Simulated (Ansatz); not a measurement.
# Ge: do the settings matter for the field gradients?

Cell: a COD entry, atoms as given.

Space group P4_32_12 (No. 96); a = 5.9300, c = 6.9800 Å.

| site | Wyckoff | site symmetry | x | y | z |
| --- | --- | --- | --- | --- | --- |
| Ge1 | 4a | ..2 | 0.0912 | 0.0912 | 0.0000 |
| Ge5 | 8b | 1 | 0.1730 | 0.3784 | 0.2486 |

One atom of each set is listed.

Reference run. Method: Kohn–Sham DFT in Ansatz, PBE, plane waves and PAW (field gradients read without the response of the frozen cores, which leaves them typically 4 to 6 % off), scalar-relativistic, 420 eV cutoff, Γ-centred 6×6×5 k-points, Fermi–Dirac smearing 0.05 eV.

Task: The input is changed as follows: `scf.initial_density.chi_scale`: not typed → 0.3; `accuracy`: not typed → low. What happens to V_zz (10²¹ V/m²) and η?

Result: 

| site | V_zz reference | η reference | V_zz changed | η changed |
| --- | --- | --- | --- | --- |
| Ge1 | 5.32 | 0.64 | 5.32 | 0.64 |
| Ge5 | 4.27 | 0.88 | 4.27 | 0.88 |

All printed values agree. SCF iterations: 7 and 8. In the changed run the accuracy preset is low, yet the gradients stay close to the reference.

On the reference run: The values hang on the deposited positions: relaxing the atoms moves V_zz on Ge1 from 5.32 to 4.31, on Ge5 from 4.27 to 5.65.
